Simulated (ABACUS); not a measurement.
In:

```
In
1.0
     3.33548    0.00000    0.00000
    -1.66774    2.88861    0.00000
     0.00000    0.00000    5.50914
In
2
Cartesian
  1.6677 0.9629 4.1319
  0.0000 1.9257 1.3773
```

This isn't the form of In at room conditions, which is tetragonal.

- Program: ABACUS 3.10.1
- Task: single point
- Functional: PBE
- Potentials or basis: PseudoDojo NC SR 0.4.1 PBE standard
- Cutoff: 966 eV
- Density cutoff: 3864 eV
- Basis: plane waves
- k mesh: 9 × 9 × 5
- Occupations: fermi-dirac, width 0.05 eV
- Spin: no spin polarisation

On this cell: pressure 1.4 GPa; largest force under 0.003 eV/Å; band gap on the k mesh none (metal or under the smearing width).

The same run follows on a disturbed copy (atoms moved at random, drawn with an rms of 0.05 Å):

```
CELL_PARAMETERS angstrom
3.33548 0.00000 0.00000
-1.66774 2.88861 0.00000
0.00000 0.00000 5.50914
ATOMIC_POSITIONS crystal
In 0.67002 0.33591 0.74904
In 0.32037 0.68022 0.25626
```

What does the disturbed cell give?

The energy (extrapolated to zero smearing) moves by +1.5 meV/atom; pressure 1.5 GPa; largest force 0.116 eV/Å; band gap on the k mesh none (metal or under the smearing width).

Forces on the atoms (eV/Å):
```
In  -0.016  0.006  0.115
In   0.016 -0.006 -0.115
```

Stress tensor (GPa, compression positive):
```
 1.50  0.18 -0.02
 0.18  1.66  0.01
-0.02  0.01  1.31
```
